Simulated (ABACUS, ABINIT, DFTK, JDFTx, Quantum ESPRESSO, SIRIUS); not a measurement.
## Cost and result for the band gap of Ge

The structure is cubic, space group Fd-3m (No. 227). Conventional cell: a = 5.658 Å, b = 5.658 Å, c = 5.658 Å, α = 90.00°, β = 90.00°, γ = 90.00°. Around Ge (site symmetry -43m) lie 4 Ge at 2.45 Å.

```tsv
rung	level	program and potentials	cutoff (eV)	k mesh	smearing	task	core time	chip	band gap (eV)	notes
GGA	PBEsol	ABACUS, PseudoDojo NC SR 0.4.1 PBEsol standard, plane waves	1075	8 × 8 × 8	fermi-dirac 0.05	single point	24 s	Intel Xeon 6975P-C Granite Rapids	no gap	-
GGA	BLYP	SIRIUS, PseudoDojo 0.4.1 PBE standard (scalar relativistic)	1078	8 × 8 × 8	fermi-dirac 0.05	single point	31 s	Intel Xeon Platinum 8375C Ice Lake	0.00	potentials made for PBE
GGA	RPBE	SIRIUS, PseudoDojo 0.4.1 PBE standard (scalar relativistic)	1078	8 × 8 × 8	fermi-dirac 0.05	single point	31 s	Intel Xeon Platinum 8375C Ice Lake	0.20	potentials made for PBE
GGA	AM05	SIRIUS, PseudoDojo 0.4.1 PBE standard (scalar relativistic)	1078	8 × 8 × 8	fermi-dirac 0.05	single point	33 s	Intel Xeon Platinum 8375C Ice Lake	0.00	potentials made for PBE
GGA	KT2	SIRIUS, PseudoDojo 0.4.1 PBE standard (scalar relativistic)	1078	8 × 8 × 8	fermi-dirac 0.05	single point	37 s	Intel Xeon Platinum 8375C Ice Lake	0.20	potentials made for PBE
LDA	LDA	JDFTx, PseudoDojo-SR-LDA-0.4.1-standard with smoothed tails	1061	8 × 8 × 8	fermi-dirac 0.05	single point	40 s	AMD EPYC 9R45 Zen 5	no gap	-
GGA	Q2D	Quantum ESPRESSO, PseudoDojo 0.4.1 SR PBE standard	1061	8 × 8 × 8	fermi-dirac 0.05	band structure	60 s	AMD EPYC 7B13 Zen 3	no gap	potentials made for PBE
GGA	PW86PBE	Quantum ESPRESSO, PseudoDojo 0.4.1 SR PBE standard	1061	8 × 8 × 8	fermi-dirac 0.05	band structure	61 s	AMD EPYC 7B13 Zen 3	no gap	potentials made for PBE
non-local van der Waals functional	rPW86PBE+rVV10	Quantum ESPRESSO, PseudoDojo 0.4.1 SR PBE standard	1061	8 × 8 × 8	fermi-dirac 0.05	band structure	70 s	AMD EPYC 7B13 Zen 3	no gap	potentials made for PBE
GGA	PBEsol	DFTK, SG15 1.2 (PBE)	1225	7 × 7 × 7	fermi-dirac 0.05	band structure	7.3 min	Intel Xeon Skylake/Cascade Lake	0.10	potentials made for PBE
GGA	PBE	Quantum ESPRESSO, JTH 2.0 PBE	735	8 × 8 × 8	cold 0.2	phonons	8.2 min	Arm Neoverse V2	no gap	-
hybrid	B3LYP	ABINIT, SPMS NC PBE v1.0	707	6 × 6 × 6	fermi-dirac 0.05	single point	49 min	Arm Neoverse V2	1.15	coarse mesh; potentials made for PBE
```

Times are single runs on shared hosts and different chips, so they are rough; meshes, cutoffs and the tasks' sizes weigh on the time. All rows: no spin polarisation. Gaps are the least found on the k mesh or the band path, and a mesh can miss the band edges. Smearing widths are in eV. The cell comes from a database and isn't always the measured one. Meshes differ between rows, which moves values too. All levels ran on this one cell, unrelaxed unless noted. Meshes are those of the run's cell of 2 atoms unless a note names another. Runs on faulty files, with rough fits or with known faults for this quantity aren't shown. No row holds spin-orbit coupling.

By rung: LDA no gap; GGA no gap to 0.20; non-local van der Waals functional no gap; hybrid on coarse meshes 1.15 (eV).
